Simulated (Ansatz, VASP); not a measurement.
Given: the input of a run of VASP 6.6.1 on PtSe2 (Sudovikovite). 

File INCAR:

```
SYSTEM = PtSe2
  ALGO = Normal
  EDIFF = 1E-6
  ENCUT = 520
  GGA = PE
  ISIF = 2
  ISMEAR = 0
  LASPH = .True.
  LCHARG = .False.
  LREAL = .False.
  LWAVE = .False.
  NBANDS = 18
  NELM = 100
  PREC = Accurate
  SIGMA = 0.05
```

KPOINTS

```
k-points
0
Gamma
  8 8 5
  0 0 0
```

The input POSCAR:

```
PtSe2
1.0
    3.7240000000      0.0000000000      0.0000000000
   -1.8620000000      3.2250786037      0.0000000000
    0.0000000000      0.0000000000      5.0620000000
Pt Se
1 2
Cartesian
    0.0000000000      0.0000000000      0.0000000000
    1.8620000002      1.0750262011      3.7965000000
   -0.0000000002      2.1500524026      1.2655000000
```

Potentials or basis: VASP PAW PBE potentials, release 64 (Pt, Se).

Launch:

```console
$ cat potpaw_PBE.64/Pt/POTCAR potpaw_PBE.64/Se/POTCAR > POTCAR
$ mpirun -np 1 vasp_std > vasp.out
```

Problem. What does the same run look like in Ansatz 0.2.0? Potentials or basis there: Ansatz PAW, cutoff 420 eV.

Solution. As run (cutoffs and basis follow the program's own potentials, and thresholds, step limits or extra output files can differ):

input.yaml

```yaml
crystal:
  lattice:
    - [3.724, 0.0, 0.0]
    - [-1.862, 3.2250786037, 0.0]
    - [0.0, 0.0, 5.062]
  atoms:
    - { symbol: Pt, position: [0.0, 0.0, 0.0] }
    - { symbol: Se, position: [0.6666666667, 0.3333333333, 0.75] }
    - { symbol: Se, position: [0.3333333333, 0.6666666667, 0.25] }
hamiltonian:
  xc: pbe
  pseudopotentials: { kind: paw }
kpoints:
  mp_grid: { grid: [8, 8, 5] }
scf:
  occupations: { method: gaussian, width: 0.05 }
output:
  forces: true
  stress: true
  eigenvalues: true
```

Potentials or basis: Ansatz PAW.

Command:

```sh
$ ansatz run input.yaml --threads 2 --pin off --max-ram 5632MiB --backend cpu --events-out ev --progress --plain --runs-dir out
```

Both were run:

|  | VASP | Ansatz |
| --- | --- | --- |
| Pressure | 7.3 GPa | 7.3 GPa |
| Largest force | 0.586 eV/Å | 0.578 eV/Å |

Ansatz's pressure holds a Pulay term of +0.03 GPa for its cutoff of 420 eV, which the other run lacks.

The potentials hold 22 and 50 valence electrons a cell.

Where Ansatz's input types no cutoff or centring, it takes its own default and a Γ-centred mesh.

Pressure is positive in compression.
